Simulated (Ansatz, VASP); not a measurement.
**Si: VASP beside Ansatz**

File INCAR:

```
PREC = Accurate ; ENCUT = 520
EDIFF = 1E-6 ; ISMEAR = -1
SIGMA = 0.08 ; LREAL = F
LASPH = T ; NELM = 80
ALGO = Normal ; ISIF = 2
LWAVE = F ; LCHARG = F
NBANDS = 11
```

Contents of KPOINTS:

```
regular mesh
0
Gamma
  11 11 11
```

The input POSCAR:

```
Si
1.0
    0.0000000000      2.7687280309      2.7687280309
    2.7687280309      0.0000000000      2.7687280309
    2.7687280309      2.7687280309      0.0000000000
Si
2
Direct
    0.5000000000      0.5000000000      0.5000000000
    0.7500000000      0.7500000000      0.7500000000
```

Input for Ansatz:

```yaml
crystal:
  lattice:
    - [0.0, 2.7687280309, 2.7687280309]
    - [2.7687280309, 0.0, 2.7687280309]
    - [2.7687280309, 2.7687280309, 0.0]
  atoms:
    - { symbol: Si, position: [0.5, 0.5, 0.5] }
    - { symbol: Si, position: [0.75, 0.75, 0.75] }
kpoints:
  mp_grid: { grid: [11, 11, 11] }
scf:
  occupations: { method: fermi_dirac, width: 0.08 }
hamiltonian:
  xc: lda
  pseudopotentials: { kind: all_electron, lapw: { basis_error: 0.00025 } }
output:
  forces: true
  stress: true
  eigenvalues: true
```

Change from the starting cell: volume scaled by 1.06.

Alike in both runs: task single point; functional LDA; k mesh 11 × 11 × 11; occupations fermi-dirac, width 0.08 eV; no spin polarisation.

```csv
,VASP,Ansatz
version,VASP 6.6.1,Ansatz 0.2.0
potentials or method,"VASP PAW LDA potentials, release 64 (Si)","all-electron LAPW, scalar-relativistic"
plane-wave cutoff (eV),520,see its input
```

|  | VASP | Ansatz | Ansatz less VASP |
| --- | --- | --- | --- |
| pressure (GPa) | -6.1 | -6.1 | -0.06 |

Ansatz ran all-electron here, so the differences hold the error of VASP's frozen core and of both bases.

Caveats: an odd mesh through Γ misses points on the zone boundary, where band edges often lie.
